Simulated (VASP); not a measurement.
# Hg (C2/m) in VASP: notebook

One crystal, Hg, is run at these levels: RPBE+D4, LDA; tasks: relaxation of the atoms, relaxation of cell and atoms.

Everything below comes from runs of VASP 6.6.1. Logs are shortened: lines on timing, memory, paths and dates and some standing lists are left out, and cuts for length are marked.

### Step 1. The structure

Symmetry: C2/m, No. 12, monoclinic system. The conventional cell has a = 4.249 Å, b = 5.345 Å, c = 3.583 Å, α = 90.00°, β = 126.18°, γ = 90.00°. Hg (site symmetry 2/m) is surrounded by 8 Hg at 3.41 to 3.59 Å.

### Step 2. Relaxation of the atoms, RPBE+D4, spin-orbit coupling, no magnetisation (cell strained at random at fixed volume)

Input file run.py:

```python
from ase.calculators.vasp import Vasp
from ase.io import read
from ase.optimize import FIRE

atoms = read('Hg.cif')
calc = Vasp(
    directory='calc',
    xc='rpbe',
    pp='PBE',
    setups='recommended',
    prec='Accurate',
    encut=600,
    ediff=1e-06,
    ismear=1,
    sigma=0.5,
    lreal=False,
    lasph=True,
    nelm=80,
    algo='Normal',
    isif=2,
    lwave=True,
    lcharg=False,
    lnoncollinear=True,
    lorbit=11,
    lsorbit=True,
    gga_compat=False,
    ivdw=13,
    kpts=[9, 9, 9],
    gamma=True,
    nbands=24,
)
atoms.calc = calc
opt = FIRE(atoms, trajectory='relax.traj')
converged = opt.run(fmax=0.01, steps=40)
print('converged:', converged)

print('energy (eV):', atoms.get_potential_energy())
print('free energy (eV):', atoms.get_potential_energy(force_consistent=True))
print('forces (eV/A):')
print(atoms.get_forces())
print('stress (eV/A^3, Voigt):', atoms.get_stress())
print('Fermi level (eV):', calc.get_fermi_level())
print('cell (A, degrees):', atoms.cell.cellpar())
print('volume (A^3):', atoms.get_volume())
print('scaled positions:')
print(atoms.get_scaled_positions())
```

Input file Hg.cif:

```cif
data_Hg
_cell_length_a 3.35850200
_cell_length_b 3.41368046
_cell_length_c 3.60657949
_cell_angle_alpha 111.99784660
_cell_angle_beta 111.46917080
_cell_angle_gamma 101.54601266
_space_group_name_H-M_alt 'P1'
_space_group_name_Hall 'P 1'
_space_group_IT_number 1
loop_
_space_group_symop_operation_xyz
'x,y,z'
loop_
_atom_site_label
_atom_site_type_symbol
_atom_site_symmetry_multiplicity
_atom_site_Wyckoff_symbol
_atom_site_fract_x
_atom_site_fract_y
_atom_site_fract_z
_atom_site_occupancy
Hg1 Hg 1 a -0.0109300000 -0.0062910000 -0.0377980000 1
```

Potentials or basis: VASP PAW PBE potentials, release 64 (Hg).

The run is started by

```
python run.py
```

Log:

```text
Step     Time          Energy          fmax
FIRE:    0 --:--:--       -0.703694        0.000000
converged: True
energy (eV): -0.70421466
free energy (eV): -0.70369352
forces (eV/A):
[[0. 0. 0.]]
stress (eV/A^3, Voigt): [0.00967935 0.01206901 0.01540671 0.00018193 0.00013921 0.00195829]
Fermi level (eV): 0.78029337
cell (A, degrees): [  3.358502     3.41368046   3.60657949 111.9978466  111.4691708
 101.54601266]
volume (A^3): 32.84044844846705
scaled positions:
[[0.98907  0.993709 0.962202]]
```

OUTCAR:

```text
ENCUT = 600.000000
   EDIFF = 1.00e-06
   GGA = RP
   PREC = Accurate
   ISIF = 2
   ISMEAR = 1
   LORBIT = 11
   NELM = 80
   IVDW = 13
   LASPH = .TRUE.
   LSORBIT = .TRUE.
   LNONCOLLINEAR = .TRUE.
   LREAL = .FALSE.

 ion  position               nearest neighbor table
   1  0.989  0.994  0.962-

  LATTYP: Found a triclinic cell.
 ALAT       =     6.9794993169
 B/A-ratio  =     0.6136404490
 C/A-ratio  =     0.5626315641
 COS(alpha) =     0.0035725549
 COS(beta)  =     0.2541785158
 COS(gamma) =     0.9267110433

  Lattice vectors:

 A1 = (   1.9919728003,   6.6892043681,   0.0000000000)
 A2 = (   2.6752374001,   3.3446021841,   0.0000000000)
 A3 = (  -2.0384919485,   1.6484874796,  -2.9236070378)

Analysis of symmetry for initial positions (statically):
=====================================================================
 Subroutine PRICEL returns:
 Original cell was already a primitive cell.

 Routine SETGRP: Setting up the symmetry group for a
 triclinic supercell.

 Subroutine GETGRP returns: Found  2 space group operations
 (whereof  1 operations were pure point group operations)
 out of a pool of  2 trial point group operations.

The static configuration has the point symmetry C_1 .
 The point group associated with its full space group is S_2 .

Analysis of symmetry for dynamics (positions and initial velocities):
=====================================================================
 Subroutine PRICEL returns:
 Original cell was already a primitive cell.

 Routine SETGRP: Setting up the symmetry group for a
 triclinic supercell.

 Subroutine GETGRP returns: Found  2 space group operations
 (whereof  1 operations were pure point group operations)
 out of a pool of  2 trial point group operations.

The dynamic configuration has the point symmetry C_1 .
 The point group associated with its full space group is S_2 .

Analysis of structural, dynamic, and magnetic symmetry:
=====================================================================
 Subroutine PRICEL returns:
 Original cell was already a primitive cell.

 Routine SETGRP: Setting up the symmetry group for a
 triclinic supercell.

 Subroutine GETGRP returns: Found  2 space group operations
 (whereof  1 operations were pure point group operations)
 out of a pool of  2 trial point group operations.

The overall configuration has the point symmetry C_1 .
 The point group associated with its full space group is S_2 .

 Subroutine INISYM returns: Found  2 space group operations
 (whereof  1 operations are pure point group operations),
 and found     1 'primitive' translations

----------------------------------------------------------------------------------------

                                     Primitive cell

  volume of cell :      32.8404

  direct lattice vectors                    reciprocal lattice vectors
     3.358502000  0.000000000  0.000000000     0.297751795  0.060827342  0.168732825
    -0.683264600  3.344602184  0.000000000     0.000000000  0.298989221  0.168586264
    -1.320010051 -1.648487480  2.923607038     0.000000000  0.000000000  0.342043232
[... 88 lines left out ...]
   ISIF   =      2    stress and relaxation
   ISYM   =      2    0-nonsym 1-usesym 2-fastsym
   POTIM  = 0.5000    time-step for ionic-motion
   TEBEG  =    0.0;   TEEND  =   0.0 temperature during run
   PSTRESS=    0.0 pullay stress
   NELECT =      12.0000    total number of electrons
   NUPDOWN=      -1.0000    fix difference up-down
   EMIN   =  10.00;   EMAX   =-10.00  energy-range for DOS
   EFERMI =   0.00;   METHOD = LEGACY
   ISMEAR =     1;   SIGMA  =   0.50  broadening in eV -4-tet -1-fermi 0-gaus
   EFERMI_NEDOS =   21; number of points for ismear=-14 and -15
   IALGO  =     38    algorithm
   IMIX   =      4    mixing-type and parameters
     AMIX     =   0.40;   BMIX     =  1.00
     AMIX_MAG =   1.60;   BMIX_MAG =  1.00
  volume/ion in A,a.u.               =      32.84       221.62
  Fermi-wavevector in a.u.,A,eV,Ry     =   1.170394  2.211725 18.637573  1.369823
  Thomas-Fermi vector in A             =   2.306853
   LORBIT       =     11    0 simple, 1 ext, 2 COOP (PROOUT), +10 PAW based schemes
   GGA     = RP    functional components
   LHFCALC =     F    Hartree Fock is set to
   AEXX    =    0.0000 exact exchange contribution
   IVDW    =    13    specifies the selected vdW correction
   LEPSILON=     F    determine dielectric tensor
   LRPA    =     F    only Hartree local field effects (RPA)
 Methfessel and Paxton  Order N= 1 SIGMA  =   0.50
  energy-cutoff  :      600.00
  volume of cell :       32.84
 maximum number of plane-waves:      2220
   NGX = 13   NGY = 13   NGZ = 15

 number of electron      12.0000001 magnetization      -0.0006364     -0.0006348     -0.0006283

 number of electron      12.0000001 magnetization       0.0000111      0.0000108      0.0000108

 Free energy of the ion-electron system (eV)
  ---------------------------------------------------
  ext. energy  EPLUGINS =         0.00000000
  ---------------------------------------------------
  free energy    TOTEN  =        -0.06462360 eV

  energy without entropy =       -0.06618702  energy(sigma->0) =       -0.06514474

 E-fermi :   0.7803     XC(G=0):  -8.9003

 val. band max:        0.7644402845   @ k =  -0.4444  -0.4444   0.3333
 cond. band min:       0.7912876910   @ k =   0.4444   0.0000   0.1111
 fundamental gap:      0.0268474065
 Fermi energy:         0.7802933678

 k-point     1 :       0.0000    0.0000    0.0000
  band No.  band energies     occupation
      1      -6.5886      1.00000
      2      -6.5886      1.00000
      3      -6.5296      1.00000
      4      -6.5296      1.00000
      5      -5.9650      1.00000
      6      -5.9649      1.00000
[... 637 lines left out ...]
     23      16.0870      0.00000
     24      16.0871      0.00000

 [... further k-points ...]

------------------------ aborting loop because EDIFF is reached ----------------------------------------

  DFT-D4 for vdW energy calculation

  Edisp (eV):   -0.63907

  FORCE on cell =-STRESS in cart. coord.  units (eV):
  Direction    XX          YY          ZZ          XY          YZ          ZX
  --------------------------------------------------------------------------------------
  -------------------------------------------------------------------------------------
  Total      -0.31787    -0.39635    -0.50596    -0.06431    -0.00597    -0.00457
  in kB     -15.50804   -19.33668   -24.68427    -3.13752    -0.29149    -0.22303
  external pressure =      -19.84 kB  Pullay stress =        0.00 kB

 VOLUME and BASIS-vectors are now :
 -----------------------------------------------------------------------------
  energy-cutoff  :      600.00
  volume of cell :       32.84
      direct lattice vectors                 reciprocal lattice vectors
     3.358502000  0.000000000  0.000000000     0.297751795  0.060827342  0.168732825
    -0.683264600  3.344602184  0.000000000     0.000000000  0.298989221  0.168586264
    -1.320010051 -1.648487480  2.923607038     0.000000000  0.000000000  0.342043232

 POSITION                                       TOTAL-FORCE (eV/Angst)
 -----------------------------------------------------------------------------------
      1.37271      1.73738      2.81310         0.000000      0.000000      0.000000
 -----------------------------------------------------------------------------------
    total drift:                               -0.000002      0.000006     -0.000004

  FREE ENERGIE OF THE ION-ELECTRON SYSTEM (eV)
  ---------------------------------------------------
  free  energy   TOTEN  =        -0.7036935183 eV

  energy  without entropy=       -0.7052569429  energy(sigma->0) =       -0.70421466

 Spin-Orbit-Coupling matrix elements

 Ion:    1  E_soc:     -0.4386691
 l=   1
     0.0000000    -0.0060514    -0.0074460
    -0.0060514     0.0000000    -0.0064068
    -0.0074460    -0.0064068     0.0000000
 l=   2
     0.0000000    -0.0131329     0.0000000    -0.0130916    -0.0535777
    -0.0131329     0.0000000    -0.0398083    -0.0131618    -0.0133703
     0.0000000    -0.0398083     0.0000000    -0.0398313     0.0000000
    -0.0130916    -0.0131618    -0.0398313     0.0000000    -0.0134564
    -0.0535777    -0.0133703     0.0000000    -0.0134564     0.0000000
 l=   3
     0.0000000     0.0000000     0.0000000     0.0000000     0.0000000     0.0000000     0.0000000
     0.0000000     0.0000000     0.0000000     0.0000000     0.0000000     0.0000000     0.0000000
     0.0000000     0.0000000     0.0000000     0.0000000     0.0000000     0.0000000     0.0000000
     0.0000000     0.0000000     0.0000000     0.0000000     0.0000000     0.0000000     0.0000000
     0.0000000     0.0000000     0.0000000     0.0000000     0.0000000     0.0000000     0.0000000
     0.0000000     0.0000000     0.0000000     0.0000000     0.0000000     0.0000000     0.0000000
     0.0000000     0.0000000     0.0000000     0.0000000     0.0000000     0.0000000     0.0000000

 total charge

# of ion       s       p       d       tot
------------------------------------------
    1        0.985   0.087   9.361  10.434

 magnetization (x)

# of ion       s       p       d       tot
------------------------------------------
    1       -0.000   0.000  -0.000  -0.000

 magnetization (y)

# of ion       s       p       d       tot
------------------------------------------
    1       -0.000   0.000  -0.000  -0.000

 magnetization (z)

# of ion       s       p       d       tot
------------------------------------------
    1       -0.000   0.000  -0.000  -0.000
```

INCAR:

```text
ENCUT = 600.000000
SIGMA = 0.500000
EDIFF = 1.00e-06
ALGO = Normal
GGA = RP
PREC = Accurate
ISIF = 2
ISMEAR = 1
LORBIT = 11
NBANDS = 24
NELM = 80
IVDW = 13
LASPH = .TRUE.
LCHARG = .FALSE.
LWAVE = .TRUE.
LSORBIT = .TRUE.
LNONCOLLINEAR = .TRUE.
GGA_COMPAT = .FALSE.
LREAL = .FALSE.
```

Wall time 10 min (1 thread of Intel Xeon Platinum 8488C (Sapphire Rapids), shared host); peak memory 0.6 GiB.

These settings aren't checked as converged (typed here: ISMEAR = 1; SIGMA = 0.5; ENCUT = 600; NBANDS = 24): the numbers below hold their error.

What came out:

* Free energy: -0.7037 eV
* Pressure after relaxing: -2.0 GPa
* Valence electrons inside the program's atomic spheres: Hg 10.43
* Dispersion energy per atom: -0.639 eV

Caveat: the relaxation stopped at its first step, so nothing moved; the PAW data sets were made with another functional, which shifts forces and pressure a little.

### Step 3. Relaxation of cell and atoms, LDA

Input file INCAR:

```
  ALGO = Normal
  EDIFF = 1E-7
  EDIFFG = 0.001
  ENCUT = 600
  IBRION = 2
  ISIF = 3
  ISMEAR = -4
  LASPH = True
  LCHARG = False
  LREAL = False
  LWAVE = False
  NELM = 60
  NSW = 60
  PREC = Accurate
  SIGMA = 0.01
```

Input file KPOINTS:

```
k-points
0
Gamma
  9 9 9
```

Input file POSCAR:

```
Hg
1.0
    2.1243184923     -2.6725824964      0.0000000000
    2.1243184923      2.6725824964      0.0000000000
   -2.1151288124      0.0000000000      2.8921990043
Hg
1
Direct
    0.0000000000      0.0000000000      0.0000000000
```

Potentials or basis: VASP PAW LDA potentials, release 54 (Hg).

The run is started by

```
cat potpaw_LDA.54/Hg/POTCAR > POTCAR
mpirun -np 1 vasp_std > vasp.out
```

OUTCAR:

```text
EDIFF = 1E-7
   EDIFFG = 0.001
   ENCUT = 600
   IBRION = 2
   ISIF = 3
   ISMEAR = -4
   LASPH = True
   LREAL = False
   NELM = 60
   NSW = 60
   PREC = Accurate

 ion  position               nearest neighbor table
   1  0.000  0.000  0.000-

  LATTYP: Found a base centered monoclinic cell.
 ALAT       =     4.2486369846
 B/A-ratio  =     1.2580893619
 C/A-ratio  =     0.8433521464
 COS(beta)  =    -0.5903074188

  Lattice vectors:

 A1 = (   2.1243184923,  -2.6725824964,   0.0000000000)
 A2 = (   2.1243184923,   2.6725824964,   0.0000000000)
 A3 = (  -2.1151288124,   0.0000000000,   2.8921990043)

Analysis of symmetry for initial positions (statically):
=====================================================================
 Subroutine PRICEL returns:
 Original cell was already a primitive cell.

[... 183 lines left out ...]
      2      -6.0851      2.00000
      3      -5.8657      2.00000
      4      -5.8388      2.00000
      5      -5.5213      2.00000
      6      -5.3993      2.00000
      7      12.0379      0.00000
      8      12.2282      0.00000
      9      12.6134      0.00000
     10      13.7529      0.00000
[... 543 lines left out ...]
--------------------------------------- Ionic step        8  -------------------------------------------

 number of electron      12.0000001 magnetization

 Free energy of the ion-electron system (eV)
  ---------------------------------------------------
  ext. energy  EPLUGINS =         0.00000000
  ---------------------------------------------------
  free energy    TOTEN  =        -0.87879509 eV

  energy without entropy =       -0.87879509  energy(sigma->0) =       -0.87879509

 E-fermi :   2.6359     XC(G=0): -11.1966

 val. band max:        3.0336083421   @ k =   0.4444   0.4444   0.3333
 cond. band min:       1.4957158851   @ k =   0.4444  -0.0000   0.1111
 fundamental gap:     -1.5378924570
 Fermi energy:         2.6359143244

 k-point     1 :       0.0000    0.0000    0.0000
  band No.  band energies     occupation
      1      -6.5813      2.00000
      2      -4.7972      2.00000
      3      -4.4557      2.00000
      4      -4.4028      2.00000
      5      -3.8010      2.00000
      6      -3.5313      2.00000
      7      16.9834      0.00000
      8      17.5820      0.00000
      9      17.6319      0.00000
     10      18.0402      0.00000
[... 327 lines left out ...]
  FREE ENERGIE OF THE ION-ELECTRON SYSTEM (eV)
  ---------------------------------------------------
  free  energy   TOTEN  =        -0.8787950927 eV

  energy  without entropy=       -0.8787950927  energy(sigma->0) =       -0.87879509

 reached required accuracy - stopping structural energy minimisation
```

It took 3.3 min on 1 thread of Intel Xeon Platinum 8488C (Sapphire Rapids), shared host; peak memory 0.24 GiB.

Results:

```yaml
Free_energy: -0.8788 eV
Relaxed_volume: 23.55 Å³/atom
Relaxed_cell: a = 3.077 Å, b = 3.077 Å, c = 3.190 Å, α = 111.92°, β = 111.92°, γ = 102.98°
Space_group_after_relaxing_to_0.05_Å: Fmmm (No. 69)
Energy_gained_by_relaxing: 188.6 meV/atom
Ionic_steps: 8
Pressure_after_relaxing: -0.3 GPa
Band_gap_on_the_k_mesh: none (metal or under the smearing width)
```

The path:
| step | energy change (eV) | largest force (eV/Å) | pressure (GPa) | volume (Å³) |
| --- | --- | --- | --- | --- |
| 1 | 0.0000 | 0.0000 | -3.99 | 32.84 |
| 2 | -0.0947 | 0.0000 | -3.96 | 29.10 |
| 3 | -0.0739 | 0.0000 | 12.60 | 19.61 |
| 4 | -0.1659 | 0.0000 | -2.62 | 25.80 |
| 5 | -0.1826 | 0.0000 | 1.84 | 22.42 |
| 6 | -0.1877 | 0.0000 | -0.47 | 23.67 |
| 7 | -0.1880 | 0.0000 | -0.42 | 23.64 |
| 8 | -0.1886 | 0.0000 | -0.29 | 23.55 |

Final structure:
```cif
data_structure
_symmetry_space_group_name_H-M 'P 1'
_symmetry_Int_Tables_number 1
_cell_length_a 3.0770
_cell_length_b 3.0770
_cell_length_c 3.1903
_cell_angle_alpha 111.924
_cell_angle_beta 111.924
_cell_angle_gamma 102.985
_cell_volume 23.55
loop_
_atom_site_label
_atom_site_type_symbol
_atom_site_fract_x
_atom_site_fract_y
_atom_site_fract_z
_atom_site_occupancy
Hg1 Hg 0.00000 0.00000 0.00000 1
```

Caveat: the volume moved by over 15 % at a fixed basis, so the end points are rough. The run has no spin-orbit coupling, so splittings on Hg are missing.
